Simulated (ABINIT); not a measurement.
A run of ABINIT 10.8.3 (patched build):

Contents of run.abi:

```
# Datasets: one volume each
ndtset 7
getwfk -1
scalecart1 3*0.9795861087
scalecart2 3*0.9864848297
scalecart3 3*0.9932883884
scalecart4 3*1.0000000000
scalecart5 3*1.0066227096
scalecart6 3*1.0131594038
scalecart7 3*1.0196128224

# Pseudopotentials
pp_dirpath "./"
pseudos "Al.upf, N.upf"

# Structure
acell 3*1.0 Angstrom
rprim
     0.0000000000     2.1839935596     2.1839935596
     2.1839935596     0.0000000000     2.1839935596
     2.1839935596     2.1839935596     0.0000000000
ntypat 2
znucl 13 7
natom 2
typat 1 2
xred
     0.0000000000     0.0000000000     0.0000000000
     0.2500000000     0.2500000000     0.2500000000

# Plane-wave basis
ecut 42.0

# k points
kptopt 1
ngkpt 10 10 10
nshiftk 1
shiftk 0.0 0.0 0.0

# Exchange and correlation
ixc -106132

# Bands and occupations
nband 8
occopt 3
tsmear 0.05 eV

# SCF cycle
nstep 100
tolvrs 1.0e-10

# Output
iomode 3
prtwf 1
prtden 0
prteig 0
prtebands 0
enunit 2
```

Potentials or basis: PseudoDojo NC SR PBE v0.4.1 standard.

Launch:

```console
$ abinit run.abi > log 2>&1
```

Hardware: 1 thread of Arm Neoverse V1, with other jobs on the host.

Q: Estimate the wall time of this run.

A: Run time: 110 s on 1 thread of Arm Neoverse V1 (shared host), peak memory 0.11 GiB. Counts: scf iterations 52, k points 47, bands 8, plane waves 1739.
